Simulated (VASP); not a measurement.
# Be (P4/mmm) in VASP: notebook

One crystal, Be, is run at these levels: PBE; tasks: relaxation of cell and atoms.

Everything below comes from runs of VASP 6.6.1. Logs are shortened: lines on timing, memory, paths and dates and some standing lists are left out, and cuts for length are marked.

**1. The crystal as given**

Symmetry: P4/mmm, No. 123, tetragonal system. The conventional cell has a = 2.233 Å, b = 2.233 Å, c = 2.066 Å, α = 90.00°, β = 90.00°, γ = 90.00°. Be (site symmetry 4/mmm) has 6 Be at 2.07 to 2.23 Å as nearest neighbours.

The cell was built by a generator and needn't be a form met in nature.

**2. Relaxation of cell and atoms, PBE, target pressure 2 GPa, at which the enthalpy is minimised**

INCAR

```
ALGO = Normal
EDIFF = 1E-6
EDIFFG = -0.005
ENCUT = 600
GGA = PE
IBRION = 2
ISIF = 3
ISMEAR = -1
LASPH = True
LCHARG = False
LREAL = False
LWAVE = False
NELM = 100
NSW = 60
PREC = Accurate
PSTRESS = 20
SIGMA = 0.05
```

KPOINTS

```
k-points
0
Gamma
  12 12 13
```

POSCAR

```
Be
1.0
    2.2327400000      0.0000000000      0.0000000000
    0.0000000000      2.2327400000      0.0000000000
    0.0000000000      0.0000000000      2.0656500000
Be
1
Direct
    0.5000000000      0.5000000000      0.0000000000
```

Potentials or basis: VASP PAW PBE potentials, release 64 (Be).

Command:

```
> cat potpaw_PBE.64/Be/POTCAR > POTCAR
> mpirun -np 1 vasp_std > vasp.out
```

OUTCAR:

```text
EDIFF = 1E-6
   EDIFFG = -0.005
   ENCUT = 600
   GGA = PE
   IBRION = 2
   ISIF = 3
   ISMEAR = -1
   LASPH = True
   LREAL = False
   NELM = 100
   NSW = 60
   PREC = Accurate
   PSTRESS = 20

 ion  position               nearest neighbor table
   1  0.500  0.500  0.000-

  LATTYP: Found a simple tetragonal cell.
 ALAT       =     2.2327400000
 C/A-ratio  =     0.9251637002

  Lattice vectors:

 A1 = (   2.2327400000,   0.0000000000,   0.0000000000)
 A2 = (   0.0000000000,   2.2327400000,   0.0000000000)
 A3 = (   0.0000000000,   0.0000000000,   2.0656500000)

Analysis of symmetry for initial positions (statically):
=====================================================================
 Subroutine PRICEL returns:
 Original cell was already a primitive cell.

 Routine SETGRP: Setting up the symmetry group for a
 simple tetragonal supercell.

 Subroutine GETGRP returns: Found 16 space group operations
 (whereof 16 operations were pure point group operations)
 out of a pool of 16 trial point group operations.

The static configuration has the point symmetry D_4h.

Analysis of symmetry for dynamics (positions and initial velocities):
=====================================================================
 Subroutine PRICEL returns:
 Original cell was already a primitive cell.

 Routine SETGRP: Setting up the symmetry group for a
 simple tetragonal supercell.

 Subroutine GETGRP returns: Found 16 space group operations
 (whereof 16 operations were pure point group operations)
 out of a pool of 16 trial point group operations.

The dynamic configuration has the point symmetry D_4h.

 Subroutine INISYM returns: Found 16 space group operations
 (whereof 16 operations are pure point group operations),
 and found     1 'primitive' translations

----------------------------------------------------------------------------------------

                                     Primitive cell

  volume of cell :      10.2975

  direct lattice vectors                    reciprocal lattice vectors
     2.232740000  0.000000000  0.000000000     0.447880183  0.000000000  0.000000000
     0.000000000  2.232740000  0.000000000     0.000000000  0.447880183  0.000000000
     0.000000000  0.000000000  2.065650000     0.000000000  0.000000000  0.484109118

  length of vectors
     2.232740000  2.232740000  2.065650000     0.447880183  0.447880183  0.484109118

  position of ions in fractional coordinates (direct lattice)
     0.500000000  0.500000000  0.000000000

  ion indices of the primitive-cell ions
   primitive index   ion index
                 1           1

----------------------------------------------------------------------------------------

 KPOINTS: k-points

Automatic generation of k-mesh.
 Grid dimensions read from file:
 generate k-points for:   12   12   13

 Generating k-lattice:

  Cartesian coordinates                     Fractional coordinates (reciprocal lattice)
     0.037323349  0.000000000  0.000000000     0.083333333  0.000000000  0.000000000
     0.000000000  0.037323349  0.000000000     0.000000000  0.083333333  0.000000000
     0.000000000  0.000000000  0.037239163     0.000000000  0.000000000  0.076923077

  Length of vectors
     0.037323349  0.037323349  0.037239163

  Shift w.r.t. Gamma in fractional coordinates (k-lattice)
     0.000000000  0.000000000  0.000000000

 Subroutine IBZKPT returns following result:
 ===========================================

 Found    196 irreducible k-points:

 Following reciprocal coordinates:
            Coordinates               Weight
  0.000000  0.000000  0.000000      1.000000
  0.083333  0.000000  0.000000      4.000000
  0.166667  0.000000  0.000000      4.000000
  0.250000  0.000000  0.000000      4.000000
  0.333333  0.000000  0.000000      4.000000
  0.416667  0.000000  0.000000      4.000000
[... 16 lines left out ...]
  0.333333  0.333333  0.000000      4.000000
  0.416667  0.333333  0.000000      8.000000
 [... further k-points ...]
[... 42 lines left out ...]
  ---------------------------------------------------
  free energy    TOTEN  =        -2.76201917 eV

  energy without entropy =       -2.75821759  energy(sigma->0) =       -2.76011838

------------------------ aborting loop because EDIFF is reached ----------------------------------------

  FORCE on cell =-STRESS in cart. coord.  units (eV):
  Direction    XX          YY          ZZ          XY          YZ          ZX
  --------------------------------------------------------------------------------------
  -------------------------------------------------------------------------------------
  Total        0.0499373      0.0499373     -0.0605112      0.0000000     -0.0000000      0.0000000
  in kB        7.7696703      7.7696703     -9.4148471      0.0000000     -0.0000000      0.0000000
  external PRESSURE =     -17.9585022 kB  Pullay stress =      20.0000000 kB
[... 90 lines left out ...]
  FREE ENERGIE OF THE ION-ELECTRON SYSTEM (eV)
  ---------------------------------------------------
  free  energy   TOTEN  =        -2.7603860690 eV

  energy  without entropy=       -2.7566218426  energy(sigma->0) =       -2.75850396

  enthalpy is  TOTEN    =        -2.6354512536 eV   P V=        0.1249348154

[... ionic steps 4 to 7 ...]

--------------------------------------- Ionic step        8  -------------------------------------------

 number of electron       2.0000000 magnetization

------------------------ aborting loop because EDIFF is reached ----------------------------------------

  FORCE on cell =-STRESS in cart. coord.  units (eV):
  Direction    XX          YY          ZZ          XY          YZ          ZX
  --------------------------------------------------------------------------------------
  -------------------------------------------------------------------------------------
  Total        0.1223938      0.1223938      0.1398468      0.0000000      0.0000000      0.0000000
  in kB       19.4150504     19.4150504     22.1835845      0.0000000      0.0000000      0.0000000
  external PRESSURE =       0.3378951 kB  Pullay stress =      20.0000000 kB
[... 59 lines left out ...]
  enthalpy is  TOTEN    =        -2.6363445641 eV   P V=        0.1261318195

--------------------------------------- Ionic step       10  -------------------------------------------

 number of electron       2.0000000 magnetization

 Free energy of the ion-electron system (eV)
  ---------------------------------------------------
  ext. energy  EPLUGINS =         0.00000000
  ---------------------------------------------------
  free energy    TOTEN  =        -2.76246292 eV

  energy without entropy =       -2.75880494  energy(sigma->0) =       -2.76063393

 E-fermi :   4.7762     XC(G=0):  -9.7917

 val. band max:        4.7492738110   @ k =   0.4167   0.2500   0.0000
 cond. band min:       4.7966754366   @ k =   0.4167   0.1667   0.1538
 fundamental gap:      0.0474016256
 Fermi energy:         4.7762106459

 k-point     1 :       0.0000    0.0000    0.0000
  band No.  band energies     occupation
      1      -4.8593      2.00000
      2      16.9296      0.00000
      3      16.9296      0.00000
      4      22.1547      0.00000
      5      22.5520      0.00000

 k-point     2 :       0.0833    0.0000    0.0000
  band No.  band energies     occupation
      1      -4.6964      2.00000
      2      15.0423      0.00000
      3      17.0889      0.00000
      4      22.3013      0.00000
      5      23.8509      0.00000
[... 169 lines left out ...]
 k-point    24 :       0.4167    0.3333    0.0000
  band No.  band energies     occupation
      1       1.7246      2.00000
      2       5.2642      0.00012
      3      12.0410      0.00000
      4      15.9515      0.00000
      5      26.5388      0.00000

 [... further k-points ...]

------------------------ aborting loop because EDIFF is reached ----------------------------------------

  FORCE on cell =-STRESS in cart. coord.  units (eV):
  Direction    XX          YY          ZZ          XY          YZ          ZX
  --------------------------------------------------------------------------------------
  -------------------------------------------------------------------------------------
  Total        0.1256277      0.1256277      0.1243724      0.0000000     -0.0000000      0.0000000
  in kB       19.9222751     19.9222751     19.7231959      0.0000000     -0.0000000      0.0000000
  external PRESSURE =      -0.1440846 kB  Pullay stress =      20.0000000 kB
[... 16 lines left out ...]
  FREE ENERGIE OF THE ION-ELECTRON SYSTEM (eV)
  ---------------------------------------------------
  free  energy   TOTEN  =        -2.7624629231 eV

  energy  without entropy=       -2.7588049365  energy(sigma->0) =       -2.76063393

  enthalpy is  TOTEN    =        -2.6363450611 eV   P V=        0.1261178619

 reached required accuracy - stopping structural energy minimisation
```

Wall time 13 s (1 thread of Intel Xeon 6975P-C (Granite Rapids), shared host); peak memory 0.12 GiB.

What came out:

```
Free energy                                            : -2.7625 eV
Relaxed volume                                         : 10.10 Å³/atom
Relaxed cell                                           : a = 2.235 Å, b = 2.235 Å, c = 2.022 Å, α = 90.00°, β = 90.00°, γ = 90.00°
Space group after relaxing (to 0.05 Å)                 : P4/mmm (No. 123)
Energy change on relaxing (the enthalpy is what falls) : -0.4 meV/atom
Ionic steps                                            : 10
Pressure after relaxing                                : 2.0 GPa
Band gap on the k mesh                                 : none (metal or under the smearing width)
```

Step by step:
```
step  energy change (eV)  largest force (eV/Å)  pressure (GPa)  volume (Å³)
   1              0.0000                0.0000            0.20        10.30
   2              0.0005                0.0000            1.49        10.13
   3              0.0016                0.0000            2.43        10.01
   4              0.0011                0.0000            2.66        10.00
   5              0.0011                0.0000            2.77        10.00
   6             -0.0002                0.0000            2.16        10.08
   7             -0.0004                0.0000            2.05        10.10
   8             -0.0004                0.0000            2.03        10.10
   9             -0.0005                0.0000            1.96        10.10
  10             -0.0004                0.0000            1.99        10.10
```

Final structure:
```
Be
1.0
     2.23511    0.00000    0.00000
     0.00000    2.23511    0.00000
     0.00000    0.00000    2.02237
Be
1
Direct
  0.50000 0.50000 0.00000
```

Caveat: the cell is relaxed towards a set pressure, so the enthalpy falls and the energy may rise.

**3. Relaxation of cell and atoms, PBE, target pressure 5 GPa, at which the enthalpy is minimised**

Edit INCAR of step 2 so:

```diff
@@ -15,3 +15,3 @@
 PREC = Accurate
-PSTRESS = 20
+PSTRESS = 50
 SIGMA = 0.05
```

KPOINTS is that of step 2.

POSCAR is that of step 2.

Potentials or basis: VASP PAW PBE potentials, release 64 (Be).

Command:

```
> cat potpaw_PBE.64/Be/POTCAR > POTCAR
> mpirun -np 1 vasp_std > vasp.out
```

Run time: 13 s. Hardware: 1 thread of Intel Xeon 6975P-C (Granite Rapids), shared host; peak memory 0.12 GiB.

Results (log left out):

```yaml
Free_energy: -2.7544 eV
Relaxed_volume: 9.73 Å³/atom
Relaxed_cell: a = 2.203 Å, b = 2.203 Å, c = 2.005 Å, α = 90.00°, β = 90.00°, γ = 90.00°
Space_group_after_relaxing_to_0.05_Å: P4/mmm (No. 123)
Energy_change_on_relaxing_the_enthalpy_is_what_falls: +7.6 meV/atom
Ionic_steps: 7
Pressure_after_relaxing: 5.0 GPa
Band_gap_on_the_k_mesh: none (metal or under the smearing width)
```

The path:
```
step  energy change (eV)  largest force (eV/Å)  pressure (GPa)  volume (Å³)
   1              0.0000                0.0000            0.20        10.30
   2              0.0051                0.0000            3.74         9.84
   3              0.0091                0.0000            5.10         9.69
   4              0.0088                0.0000            5.18         9.70
   5              0.0087                0.0000            5.28         9.70
   6              0.0086                0.0000            5.29         9.70
   7              0.0076                0.0000            5.02         9.73
```

Final structure:
```
Be
1.0
     2.20306    0.00000    0.00000
     0.00000    2.20306    0.00000
     0.00000    0.00000    2.00464
Be
1
Direct
  0.50000 0.50000 0.00000
```

Levels at points of the mesh, in eV from the Fermi level:
```
           k point  band 1  band 2  band 3  band 4  band 5
(0.00, 0.00, 0.00)   -9.86   12.56   12.56   17.63   18.23
(0.50, 0.00, 0.00)   -4.98   -2.23   16.07   20.73   25.18
(0.50, 0.50, 0.00)    0.12    0.12    6.20    6.47   23.27
```

Caveat: the cell is relaxed towards a set pressure, so the enthalpy falls and the energy may rise.

**4. Relaxation of cell and atoms, PBE, target pressure 10 GPa, at which the enthalpy is minimised**

Edit INCAR of step 3 so:

```diff
@@ -15,3 +15,3 @@
 PREC = Accurate
-PSTRESS = 50
+PSTRESS = 100
 SIGMA = 0.05
```

KPOINTS is that of step 3.

POSCAR is that of step 3.

Command:

```
> cat potpaw_PBE.64/Be/POTCAR > POTCAR
> mpirun -np 1 vasp_std > vasp.out
```

Wall time 7.4 s (1 thread of Intel Xeon 6975P-C (Granite Rapids), shared host); peak memory 0.12 GiB.

Results (log left out):

* Free energy: -2.7309 eV
* Relaxed volume: 9.22 Å³/atom
* Relaxed cell: a = 2.157 Å, b = 2.157 Å, c = 1.982 Å, α = 90.00°, β = 90.00°, γ = 90.00°
* Space group after relaxing (to 0.05 Å): P4/mmm (No. 123)
* Energy change on relaxing (the enthalpy is what falls): +31.1 meV/atom
* Ionic steps: 3
* Pressure after relaxing: 9.9 GPa
* Band gap on the k mesh: none (metal or under the smearing width)

The path:
```tsv
step	energy change (eV)	largest force (eV/Å)	pressure (GPa)	volume (Å³)
1	0.0000	0.0000	0.20	10.30
2	0.0217	0.0000	8.08	9.39
3	0.0311	0.0000	9.94	9.22
```

Final structure:
```
CELL_PARAMETERS angstrom
2.15666 0.00000 0.00000
0.00000 2.15666 0.00000
0.00000 0.00000 1.98215
ATOMIC_POSITIONS crystal
Be 0.50000 0.50000 0.00000
```

Levels at points of the mesh, in eV from the Fermi level:
```tsv
k point	band 1	band 2	band 3	band 4
(0.00, 0.00, 0.00)	-10.20	13.19	13.19	17.90
(0.50, 0.00, 0.00)	-5.25	-2.13	16.92	21.26
(0.50, 0.50, 0.00)	0.12	0.12	6.31	7.10
```

Caveat: the cell is relaxed towards a set pressure, so the enthalpy falls and the energy may rise.

**5. Relaxation of cell and atoms, PBE, target pressure 20 GPa, at which the enthalpy is minimised**

Edit INCAR of step 4 so:

```diff
@@ -15,3 +15,3 @@
 PREC = Accurate
-PSTRESS = 100
+PSTRESS = 200
 SIGMA = 0.05
```

KPOINTS is that of step 4.

POSCAR is that of step 4.

Command:

```
> cat potpaw_PBE.64/Be/POTCAR > POTCAR
> mpirun -np 1 vasp_std > vasp.out
```

Run time: 7.2 s. Hardware: 1 thread of Intel Xeon 6975P-C (Granite Rapids), shared host; peak memory 0.12 GiB.

Results (log left out):

```yaml
Free_energy: -2.6626 eV
Relaxed_volume: 8.47 Å³/atom
Relaxed_cell: a = 2.088 Å, b = 2.088 Å, c = 1.942 Å, α = 90.00°, β = 90.00°, γ = 90.00°
Space_group_after_relaxing_to_0.05_Å: P4/mmm (No. 123)
Energy_change_on_relaxing_the_enthalpy_is_what_falls: +99.5 meV/atom
Ionic_steps: 4
Pressure_after_relaxing: 20.0 GPa
Band_gap_on_the_k_mesh: none (metal or under the smearing width)
```

Step by step:
| step | energy change (eV) | largest force (eV/Å) | pressure (GPa) | volume (Å³) |
| --- | --- | --- | --- | --- |
| 1 | 0.0000 | 0.0000 | 0.20 | 10.30 |
| 2 | 0.0944 | 0.0000 | 19.42 | 8.52 |
| 3 | 0.0980 | 0.0000 | 19.89 | 8.49 |
| 4 | 0.0995 | 0.0000 | 19.97 | 8.47 |

Final structure:
```yaml
crystal:
  lattice:
    - [2.08816, 0.00000, 0.00000]
    - [0.00000, 2.08816, 0.00000]
    - [0.00000, 0.00000, 1.94217]
  atoms:
    - { symbol: Be, position: [0.50000, 0.50000, 0.00000] }
```

Levels at points of the mesh, in eV from the Fermi level:
```tsv
k point	band 1	band 2	band 3	band 4	band 5
(0.00, 0.00, 0.00)	-10.76	14.16	14.16	18.47	20.03
(0.50, 0.00, 0.00)	-5.74	-2.00	18.25	22.22	27.68
(0.50, 0.50, 0.00)	0.08	0.08	6.44	8.07	25.29
```

Caveat: the cell is relaxed towards a set pressure, so the enthalpy falls and the energy may rise; the volume moved by over 15 % at a fixed basis, so the end points are rough.

**6. Relaxation of cell and atoms, PBE, target pressure 30 GPa, at which the enthalpy is minimised**

Edit INCAR of step 5 so:

```diff
@@ -15,3 +15,3 @@
 PREC = Accurate
-PSTRESS = 200
+PSTRESS = 300
 SIGMA = 0.05
```

KPOINTS is that of step 5.

POSCAR is that of step 5.

Potentials or basis: VASP PAW PBE potentials, release 64 (Be).

Command:

```
> cat potpaw_PBE.64/Be/POTCAR > POTCAR
> mpirun -np 1 vasp_std > vasp.out
```

Run time: 12 s. Hardware: 1 thread of Intel Xeon 6975P-C (Granite Rapids), shared host; peak memory 0.12 GiB.

It converged, with:

- Free energy: -2.5774 eV
- Relaxed volume: 7.92 Å³/atom
- Relaxed cell: a = 2.041 Å, b = 2.041 Å, c = 1.900 Å, α = 90.00°, β = 90.00°, γ = 90.00°
- Space group after relaxing (to 0.05 Å): P4/mmm (No. 123)
- Energy change on relaxing (the enthalpy is what falls): +184.6 meV/atom
- Ionic steps: 9
- Pressure after relaxing: 30.1 GPa
- Band gap on the k mesh: none (metal or under the smearing width)

The path:
```
step  energy change (eV)  largest force (eV/Å)  pressure (GPa)  volume (Å³)
   1              0.0000                0.0000            0.20        10.30
   2              0.2311                0.0000           35.26         7.70
   3              0.1842                0.0000           30.15         7.93
   4              0.1761                0.0000           29.24         7.97
   5              0.1796                0.0000           29.50         7.95
   6              0.1780                0.0000           29.31         7.95
   7              0.1779                0.0000           29.30         7.95
   8              0.1778                0.0000           29.29         7.96
   9              0.1846                0.0000           30.05         7.92
```

Final structure:
```
CELL_PARAMETERS angstrom
2.04121 0.00000 0.00000
0.00000 2.04121 0.00000
0.00000 0.00000 1.90044
ATOMIC_POSITIONS crystal
Be 0.50000 0.50000 0.00000
```

Levels at points of the mesh, in eV from the Fermi level:
```
           k point  band 1  band 2  band 3  band 4
(0.00, 0.00, 0.00)  -11.20   14.83   14.83   19.31
(0.50, 0.00, 0.00)   -6.15   -1.92   19.19   23.31
(0.50, 0.50, 0.00)    0.00    0.00    6.50    8.80
```

Caveat: the cell is relaxed towards a set pressure, so the enthalpy falls and the energy may rise; the volume moved by over 15 % at a fixed basis, so the end points are rough.

**7. The reference run**

An earlier run on the cell as given: functional PBE; potentials or basis VASP PAW PBE potentials, release 64 (Be); cutoff 520 eV; k mesh 12 × 12 × 13; occupations fermi-dirac, width 0.05 eV; no spin polarisation.

* Pressure: 0.2 GPa
* Band gap on the k mesh: none (metal or under the smearing width)

**8. The runs side by side**

| task | cell | cutoff (eV) | target pressure | gap on the mesh (eV) | pressure (GPa) |
| --- | --- | --- | --- | --- | --- |
| relaxation of cell and atoms | relaxed to 2 GPa | 600 | 2 GPa | none | 2.0 |
| relaxation of cell and atoms | relaxed to 5 GPa | 600 | 5 GPa | none | 5.0 |
| relaxation of cell and atoms | relaxed to 10 GPa | 600 | 10 GPa | none | 9.9 |
| relaxation of cell and atoms | relaxed to 20 GPa | 600 | 20 GPa | none | 20.0 |
| relaxation of cell and atoms | relaxed to 30 GPa | 600 | 30 GPa | none | 30.1 |
| single point | as given | 520 | - | none | 0.2 |

Alike in all rows: level PBE; potentials or basis VASP PAW PBE potentials, release 64 (Be); no spin polarisation; k mesh 12 × 12 × 13; smearing fermi-dirac 0.05 eV.

Caveats: the cell is relaxed towards a set pressure, so the enthalpy falls and the energy may rise (some runs); the volume moved by over 15 % at a fixed basis, so the end points are rough (some runs).

Absolute energies hang on the potentials; compare differences alone.
